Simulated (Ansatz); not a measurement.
# PtSe2 (Sudovikovite) (P-3m1) in Ansatz: a series of runs

The runs below take PtSe2 (Sudovikovite) through band structure, with PBEsol.

Everything below comes from runs of Ansatz 0.2.0. Logs are shortened: lines on timing, memory, paths and dates and some standing lists are left out, and cuts for length are marked.

## (1) The structure

It takes space group P-3m1 (No. 164, trigonal). The conventional cell has a = 3.724 Å, b = 3.724 Å, c = 5.062 Å, α = 90.00°, β = 90.00°, γ = 120.00°. Pt (site symmetry -3m) has 6 Se at 2.49 Å as nearest neighbours. Se (site symmetry 3m) is surrounded by 3 Pt at 2.49 Å.

## (2) Band structure, PBEsol

input.yaml reads:

```yaml
crystal:
  lattice:
    - [3.724, 0.0, 0.0]
    - [-1.862, 3.2250786037, 0.0]
    - [0.0, 0.0, 5.062]
  atoms:
    - { symbol: Pt, position: [0.0, 0.0, 0.0] }
    - { symbol: Se, position: [0.6666666667, 0.3333333333, 0.75] }
    - { symbol: Se, position: [0.3333333333, 0.6666666667, 0.25] }
kpoints:
  mp_grid: { grid: [6, 6, 4] }
  band_path:
    path:
      - [0.0, 0.0, 0.0]
      - [0.5, 0.0, 0.0]
      - [0.3333333333, 0.3333333333, 0.0]
      - [0.0, 0.0, 0.0]
      - [0.0, 0.0, 0.5]
      - [0.5, 0.0, 0.5]
      - [0.3333333333, 0.3333333333, 0.5]
      - [0.0, 0.0, 0.5]
    npoints: 10
scf:
  occupations: { method: fermi_dirac, width: 0.05 }
hamiltonian:
  xc: pbesol
  pseudopotentials: { kind: all_electron, lapw: { basis_error: 0.002 } }
output:
  forces: true
  stress: true
  eigenvalues: true
```

Potentials or basis: all-electron LAPW, scalar-relativistic.

On the command line:

```console
$ ansatz run input.yaml --threads 2 --pin off --max-ram 8192MiB --backend cpu --events-out ev --progress --plain --runs-dir out
```

Output:

```text
Warning: RAYON_NUM_THREADS=2 ignored (pool sized by the plan → 2); use --threads N
LAPW: plane waves up to 8.762 Å⁻¹, error target 2.0e-3 eV per atom; small_component_spin mean_spin; Se in spheres of 1.196 Å, 24 of its electrons in bands, Dirac shells []; Pt in spheres of 1.299 Å, 42 of its electrons in bands, Dirac shells [] (how accurate: hamiltonian.pseudopotentials.lapw.basis_error, Limitations)
Engine: ansatz 0.2.0, aarch64-unknown-linux-gnu
Pseudopotentials: kind: all_electron
Pseudopotential: Pt, LAPW, valence charge 42, lapw/all_electron/scalar/gaussian/Pt, Koelling and Harmon's equation, gaussian nucleus
Pseudopotential: Se, LAPW, valence charge 24, lapw/all_electron/scalar/gaussian/Se, Koelling and Harmon's equation, gaussian nucleus
Functional definition: PBEsol
  exchange = pbesol_x
  correlation = pbesol_c
Crystal: 3 atoms, lattice volume = 60.796 Å³
Basis set: ecut = 292.4941672637885 eV, 687 PW (Γ), exchange–correlation at level 2
Bands: 54, of which v1, the nominal top of the filled ones, is band 45 counted from 1 (44 counted from 0)
Symmetry: 12 space group operations
Space group: P-3m1 (ITA 164), of the structure as read, at distance tolerance 3.9e-5 Å
k-points: 24 of 144
Non-local potential: Pt, projectors of the file, none
Non-local potential: Se, projectors of the file, none
Initial density: superposition of atomic densities (chi_scale 0.1, normalization cell, long waves kept (reshape's long-wave potential 0.02 eV rms))
Initial wavefunctions: plane waves of lowest kinetic energy (no species holds an atomic orbital)
Functional: x = pbesol(κ = 0.804, μ = 0.12345679012345678), c = pbesol(β = 0.046)
iter 1 solved again at ethr=1.65e-3 eV; its pass at ethr=1.00e-1 eV (dr2=1.48e0 eV) is discarded
SCF iter   1: F=—  HF=-632981.790304 eV  |F-HF|=—  |Δ(HF+E_count)|=         —  Δρ=4.17e-2  dr2=1.48e0  ethr=1.65e-3  ⟨swp⟩=2.0  Hψ=7996  notcnv=0
preconditioner: auto → Resta (q_TF=auto, 2.913 Å⁻¹)  ε∞=4.2  [insulator: Δε(μ)=0.419 eV  Ē_g=12.469 eV  σ=0.050 eV  W_gap=0.96  n_scr=22 (ndim 8)  ℏωp=22.3 eV  f_vac=0.145  D(μ)=0.03/eV (n_scr^D=0)  ε∞_Penn≈4.2]
SCF iter   2: F=—  HF=-632981.540520 eV  |F-HF|=—  |Δ(HF+E_count)|=   2.50e-1  Δρ=2.85e-2  dr2=1.17e0  ethr=1.65e-3  ⟨swp⟩=3.0  Hψ=4079  notcnv=0
preconditioner: auto → LDOS  [insulator: Δε(μ)=0.211 eV  Ē_g=12.959 eV  σ=0.050 eV  W_gap=0.57  n_scr=22 (ndim 8)  ℏωp=22.3 eV  f_vac=0.152  D(μ)=0.64/eV (n_scr^D=2)  ε∞_Penn≈4.0  β→1.0]
iter 3 solved again at ethr=1.23e-5 eV; its pass at ethr=1.30e-3 eV (dr2=1.11e-2 eV) is discarded
SCF iter   3: F=—  HF=-632980.995142 eV  |F-HF|=—  |Δ(HF+E_count)|=   5.45e-1  Δρ=5.58e-3  dr2=1.11e-2  ethr=1.23e-5  ⟨swp⟩=2.0  Hψ=6527  notcnv=0
SCF iter   4: F=—  HF=-632980.994658 eV  |F-HF|=—  |Δ(HF+E_count)|=         —  Δρ=7.02e-4  dr2=3.56e-4  ethr=1.23e-5  ⟨swp⟩=2.0  Hψ=3774  notcnv=0
the basis was enlarged: its passes take 415.6 KiB over the memory plan, 2 of 2 planned eigensolver slots
SCF iter   5: F=—  HF=-632980.991383 eV  |F-HF|=—  |Δ(HF+E_count)|=   3.27e-3  Δρ=3.16e-4  dr2=7.70e-5  ethr=3.96e-7  ⟨swp⟩=2.0  Hψ=3774  notcnv=0
SCF iter   6: F=—  HF=-632980.991370 eV  |F-HF|=—  |Δ(HF+E_count)|=   1.27e-5  Δρ=9.78e-5  dr2=6.79e-6  ethr=8.56e-8  ⟨swp⟩=2.0  Hψ=3774  notcnv=0
SCF iter   7: F=—  HF=-632980.991366 eV  |F-HF|=—  |Δ(HF+E_count)|=   4.07e-6  Δρ=3.57e-5  dr2=1.53e-6  ethr=7.54e-9  ⟨swp⟩=2.0  Hψ=3774  notcnv=0
SCF iter   8: F=-632980.991366 eV  HF=-632980.991366 eV  |F-HF|=5.33e-8  |Δ(HF+E_count)|=   3.79e-7  Δρ=7.83e-6  dr2=4.72e-8  ethr=1.70e-9  ⟨swp⟩=2.0  Hψ=3774  notcnv=0
SCF 1 converged in 8 iterations: F = -632980.991366 eV  dr2 = 4.72e-8
NSCF: frozen V_eff on 71 k-points
SCF converged after 8 iterations
Free energy (F): -632980.991366 eV
Harris-Foulkes:  -632980.991366 eV  (|F-HF|=5.33e-8)
Internal energy: -632980.983702 eV  (E = F + TS)
E sigma→0 (E₀):  -632980.987534 eV
Entropy (-TS):   -0.007663 eV (-2.554 meV/atom)
Fermi energy:    14.999998 eV
--- Per-component energies (eV) ---
  E_band       = -6880.056844
  E_kinetic    = 703963.191850
  E_xc         = -14254.044892
  E_electrostatic = -1322690.130661  (all electrons and nuclei)
  E_smearing   = -0.007663  (= −TS)
  E_closure    = 0.000000  (closes the sum)
  E_atoms      = -632965.115549  (free atoms, spherical and without spin; not in F)
  Σ components = -632980.991366   (vs F -632980.991366, Δ=0.00e0)
  Basis errors (estimates in eV, not in F): energy 8.3e-4 per atom: plane waves 7.5e-4 (4.4e-4 summed), levels above the bands 1.5e-87, relativity 5.9e-8, radial functions 7.9e-5, core shells 7.7e-7; eigenvalues (radial functions only) 2.6e-6; not estimated: angular momenta, meshes, grids; target (lapw.basis_error) 2.0e-3; muffin-tin radii Se 1.196 Å, Pt 1.299 Å
--- Forces (eV/Å), atoms counted from 1 ---
  atom   1  Pt     0.00000000    -0.00000000     0.00000000
  atom   2  Se     0.00000000    -0.00000000    -0.32543311
  atom   3  Se    -0.00000000     0.00000000     0.32543311
  max |Σ_I F_I| component: 2.31e-18 eV/Å
--- Stress (GPa, compression-positive) ---
        2.639483      -0.000000      -0.000000
       -0.000000       2.639483       0.000000
       -0.000000       0.000000       1.178932
  P = ⅓ Tr σ = 2.1526 GPa (21.526 kbar)
--- Band table (eV; the first three rows and the last of 24) ---
  k-point 0: bands = ["-289.2005", "-289.2005", "-289.0912", "-289.0912", "-289.0833", "-193.4637", "-193.4637", "-133.1338", "-133.1338", "-133.1338", "-133.1338", "-133.1151", "-133.1151", "-84.5505", "-53.1374", "-53.1263", "-53.1263", "-53.0813", "-53.0589", "-53.0589", "-52.9864", "-38.7621", "-38.7621", "-38.6744", "-33.5676", "-33.5676", "-33.5651", "-33.5651", "-33.5543", "-33.5543", "-33.5495", "-33.5495", "-33.5455", "-33.5453", "-0.7315", "2.1109", "7.7729", "8.5059", "8.5059", "10.9865", "10.9865", "12.4280", "13.9392", "13.9392", "15.4142", "16.4732", "16.4732", "18.4990", "19.1033", "22.2439", "22.2439", "26.7146", "27.3125", "27.3125"]
  k-point 1: bands = ["-289.2005", "-289.2005", "-289.0912", "-289.0912", "-289.0833", "-193.4637", "-193.4637", "-133.1338", "-133.1338", "-133.1338", "-133.1338", "-133.1151", "-133.1151", "-84.5505", "-53.1374", "-53.1263", "-53.1263", "-53.0813", "-53.0589", "-53.0589", "-52.9864", "-38.7621", "-38.7621", "-38.6744", "-33.5674", "-33.5674", "-33.5651", "-33.5651", "-33.5538", "-33.5538", "-33.5500", "-33.5500", "-33.5456", "-33.5452", "-0.5076", "1.5991", "8.5320", "8.5320", "8.5489", "10.9700", "10.9700", "12.3553", "13.7051", "13.7051", "14.2189", "16.8931", "16.8931", "18.9797", "20.2928", "22.0349", "22.0349", "25.1734", "25.5113", "25.5113"]
  k-point 2: bands = ["-289.2005", "-289.2005", "-289.0912", "-289.0912", "-289.0833", "-193.4637", "-193.4637", "-133.1338", "-133.1338", "-133.1338", "-133.1338", "-133.1151", "-133.1151", "-84.5505", "-53.1374", "-53.1263", "-53.1263", "-53.0813", "-53.0589", "-53.0589", "-52.9864", "-38.7621", "-38.7621", "-38.6744", "-33.5673", "-33.5673", "-33.5652", "-33.5652", "-33.5531", "-33.5531", "-33.5508", "-33.5508", "-33.5457", "-33.5451", "-0.1523", "0.9999", "8.5587", "8.5587", "9.5459", "10.9552", "10.9552", "12.0218", "13.2857", "13.5041", "13.5041", "17.3263", "17.3263", "19.7148", "21.2810", "21.7286", "21.7286", "23.8496", "24.4501", "24.8403"]
  k-point 23: bands = ["-289.2005", "-289.2005", "-289.0912", "-289.0912", "-289.0833", "-193.4637", "-193.4637", "-133.1338", "-133.1338", "-133.1338", "-133.1338", "-133.1151", "-133.1151", "-84.5503", "-53.1374", "-53.1263", "-53.1263", "-53.0814", "-53.0589", "-53.0589", "-52.9864", "-38.7692", "-38.7692", "-38.6737", "-33.5668", "-33.5665", "-33.5665", "-33.5653", "-33.5530", "-33.5518", "-33.5518", "-33.5516", "-33.5449", "-33.5449", "1.3264", "1.3264", "8.4925", "8.4925", "8.6539", "10.4784", "10.4784", "10.7822", "11.3349", "12.4977", "12.4977", "17.0150", "17.0150", "21.5336", "22.2204", "22.2204", "22.4905", "25.0808", "25.0969", "25.0969"]
```

Wall time 20 s (2 threads of Arm Neoverse V2, shared host); peak memory 0.4 GiB.

What came out:

```yaml
Free_energy: -632980.9914 eV
Pressure: 2.2 GPa
Largest_force: 0.325 eV/Å
Band_gap_along_the_path: none (metal or under the smearing width)
```

Forces in eV/Å, atoms in the order of the input:
```
Pt   0.000  0.000  0.000
Se   0.000  0.000 -0.325
Se   0.000  0.000  0.325
```

Levels at the corners of the path, in eV from the Fermi level:
```tsv
point	band 42	band 43	band 44	band 45	band 46	band 47	band 48	band 49
Γ	-2.57	-1.06	-1.06	0.41	1.47	1.47	3.50	4.10
M	-3.56	-3.49	-3.41	-2.98	0.66	2.37	4.75	5.75
K	-3.78	-2.69	-1.83	-1.83	0.01	0.01	4.01	7.53
Γ	-2.57	-1.06	-1.06	0.41	1.47	1.47	3.50	4.10
A	-2.98	-1.71	-1.50	-1.50	2.33	2.33	4.71	6.28
L	-3.50	-3.22	-2.86	-1.38	0.99	1.53	4.53	4.66
H	-4.22	-3.67	-2.50	-2.50	2.02	2.02	6.53	7.22
A	-2.98	-1.71	-1.50	-1.50	2.33	2.33	4.71	6.28
```

Caveat: the k mesh is thin for a metal, which can move the energy by tens of meV per atom; spin-orbit coupling is left out, which moves the levels of the heavy elements.

## (3) Band structure, PBEsol, spin-orbit coupling, no magnetisation

Changes to input.yaml since step 2:

```diff
@@ -27,2 +27,5 @@
   pseudopotentials: { kind: all_electron, lapw: { basis_error: 0.002 } }
+magnetization:
+  noncollinear: true
+  spin_orbit: true
 output:
```

Potentials or basis: all-electron LAPW, relativistic spinors.

On the command line:

```console
$ ansatz run input.yaml --threads 2 --pin off --max-ram 8192MiB --backend cpu --events-out ev --progress --plain --runs-dir out
```

Wall time 3.7 min (2 threads of Arm Neoverse V2, shared host); peak memory 0.79 GiB.

The run converged. Its results:

| Item | Value |
| --- | --- |
| Free energy | -633894.8847 eV |
| Pressure | 2.2 GPa |
| Largest force | 0.335 eV/Å |
| Band gap along the path | none (metal or under the smearing width) |

Forces on the atoms (eV/Å):
```
Pt   0.000  0.000  0.000
Se   0.000  0.000 -0.335
Se   0.000  0.000  0.335
```

Stress tensor (GPa, compression positive):
```
2.61 0.00 0.00
0.00 2.61 0.00
0.00 0.00 1.37
```

Levels at the corners of the path, in eV from the Fermi level:
```csv
point,band 87,band 88,band 89,band 90,band 91,band 92,band 93,band 94
Γ,-0.87,-0.87,0.41,0.41,1.39,1.39,1.50,1.50
M,-3.27,-3.27,-2.79,-2.79,0.66,0.66,2.33,2.33
K,-1.98,-1.98,-1.76,-1.76,-0.06,-0.06,0.09,0.09
Γ,-0.87,-0.87,0.41,0.41,1.39,1.39,1.50,1.50
A,-1.71,-1.71,-1.33,-1.33,2.26,2.26,2.33,2.33
L,-2.93,-2.93,-1.40,-1.40,0.97,0.97,1.52,1.52
H,-2.57,-2.57,-2.34,-2.34,1.94,1.94,2.03,2.03
A,-1.71,-1.71,-1.33,-1.33,2.26,2.26,2.33,2.33
```

Caveat: the k mesh is thin for a metal, which can move the energy by tens of meV per atom.
